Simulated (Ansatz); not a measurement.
**TiPt₃: what symmetry allows forces and stress to be**

```xyz
4
Lattice="3.7754 0.0696 0.1998 0.0696 4.1261 0.0696 0.1998 0.0696 3.7754" Properties=species:S:1:pos:R:3 pbc="T T T"
Ti    0.0457   -0.0867    0.0457
Pt    0.1433    2.0969    1.8291
Pt    2.0265    0.1581    2.0265
Pt    1.8291    2.0969    0.1433
```

Theory: DFT PBE, scalar-relativistic, plane waves, PAW in Ansatz 0.2.0.

Plane waves to 420 eV, a k mesh through Γ of 10×10×10 on the computed 4-atom cell and Gaussian smearing (0.10 eV); no spin polarisation.

This distorted cell has space group Cm, with 2 operations.

**Question.** Without a calculation: in which directions can each atom feel a force?

**Answer.** A force must be left unchanged by every operation that keeps its atom in place, so it lies in the space that those operations leave fixed. Atoms that the group maps onto each other feel forces of one size.
| atom | site symmetry | operations at the site | equivalent to atom | allowed force (Cartesian) |
| --- | --- | --- | --- | --- |
| Ti1 | m | 2 | 1 | in the plane normal to (0.71, 0.00, -0.71) |
| Pt2 | 1 | 1 | 2 | any direction |
| Pt3 | m | 2 | 3 | in the plane normal to (0.71, 0.00, -0.71) |
| Pt4 | 1 | 1 | 2 | any direction |

That leaves 7 independent force components of 12, tied by 2 conditions that the forces sum to zero, so 5 remain. A relaxation in this cell that keeps the symmetry moves the atoms in these directions alone.

**Question.** And the stress tensor?

**Answer.** It must be invariant under the point group, which leaves 4 independent components: xx = zz, yz = xy.

**Question.** Do the computed values obey this?

**Answer.** Yes. Forces (eV/Å):
```
Ti1 -0.368  0.390 -0.368
Pt2 -2.639  0.232  3.080
Pt3 -0.072 -0.854 -0.072
Pt4  3.080  0.232 -2.639
```

Stress (GPa, compression positive, xx yy zz yz xz xy): 31.48 4.37 31.48 -4.50 -28.61 -4.50. The program imposes the same operations on density, forces and stress, so this confirms the analysis and is no independent test of the calculation.

Spin–orbit coupling is left out, which can shift energies with elements as heavy as these.